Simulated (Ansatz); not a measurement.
CuO under changes of volume

One of the cells (11.053 Å³/atom); the others are scaled copies at fixed shape and fractional positions:

```
CELL_PARAMETERS angstrom
1.99097 -2.15355 0.00000
1.99097 2.15355 0.00000
0.00000 0.00000 5.15593
ATOMIC_POSITIONS crystal
Cu 0.50000 0.00000 0.00000
Cu 0.00000 0.50000 0.50000
O 0.50000 0.50000 0.25000
O 0.50000 0.50000 0.75000
```

Measurements of this composition are mostly on another form, of space group No. 15.

- Program: Ansatz 0.2.0
- Functional: PBE
- Potentials or basis: Ansatz PAW
- Cutoff: 420 eV (not typed: the program's choice for these potentials)
- k mesh: 9 × 9 × 5
- Occupations: fermi-dirac, width 0.05 eV
- Spin: no spin polarisation

```tsv
volume (Å³/atom)	energy over the lowest point (meV/atom)	pressure (GPa)
10.390	27.93	12.7
10.611	13.33	8.5
10.832	?	?
11.053	0.00	1.4
11.274	0.18	-1.6
11.496	4.24	-4.2
11.717	11.84	-6.6
```

What does the run at 10.832 Å³/atom give?

Energy over the lowest point 4.22 meV/atom; pressure 4.8 GPa.

Worked out: A Birch-Murnaghan fit of order 3 (a polynomial in V^(-2/3)) to the other rows has its minimum at 11.15 Å³/atom with B0 = V·E''(V) = 152 GPa and B' = 4.7 at fixed shape and positions, which overstates the stiffness. It gives 4.22 meV/atom at 10.832 Å³/atom, against the run's 4.22, and -dE/dV = 4.8 GPa, against 4.8.

Energies are extrapolated to zero smearing.

Caveats: the run has no spin polarisation, though such a crystal can be magnetic.
